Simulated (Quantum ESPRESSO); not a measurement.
NaF (Villiaumite): zone-centre phonons and dielectric response under several settings

```xyz
2
Lattice="0.0000 2.3200 2.3200 2.3200 0.0000 2.3200 2.3200 2.3200 0.0000" Properties=species:S:1:pos:R:3 pbc="T T T"
Na    0.0000    0.0000    0.0000
F     2.3200    2.3200    2.3200
```

All runs used Quantum ESPRESSO 7.5; k mesh 6 × 6 × 6, shifted; relaxed cell; no spin polarisation; cutoff 612 eV; occupations smeared at first, fixed for the response.

```csv
level,potentials,volume (Å³/atom),pressure (GPa),lowest optical mode without the field (cm⁻¹),highest mode with the field (cm⁻¹),ε∞ (mean),ε0 (mean),Born charge of atom 1 (e)
LDA,GBRV 1.5 LDA,11.57,0.0,277,427,1.93,4.6,1.00
PBE,GBRV 1.5 PBE,13.10,0.0,227,390,1.86,5.5,1.02
PBEsol,GBRV 1.5 PBEsol,12.53,0.0,242,401,1.89,5.2,1.01
revPBE,GBRV 1.5 PBE,13.90,0.1,202,374,1.82,6.2,1.03
WC,GBRV 1.5 PBE,12.67,0.0,236,397,1.89,5.3,1.02
AM05,GBRV 1.5 PBE,12.94,0.0,225,390,1.87,5.6,1.02
vdW-DF-cx,GBRV 1.5 PBE,?,0.0,?,?,?,?,?
```

Question: What stands in the row left open?

Answer: Volume 13.02 Å³/atom; lowest optical mode without the field 236 cm⁻¹; highest mode with the field 396 cm⁻¹; ε∞ 1.85; ε0 5.2; Born charge of atom 1 1.02 e.

Caveats: the potentials were made for another functional, which shifts forces and pressure (some runs).

For the row left open. Caveat: the potentials were made for another functional, which shifts forces and pressure.
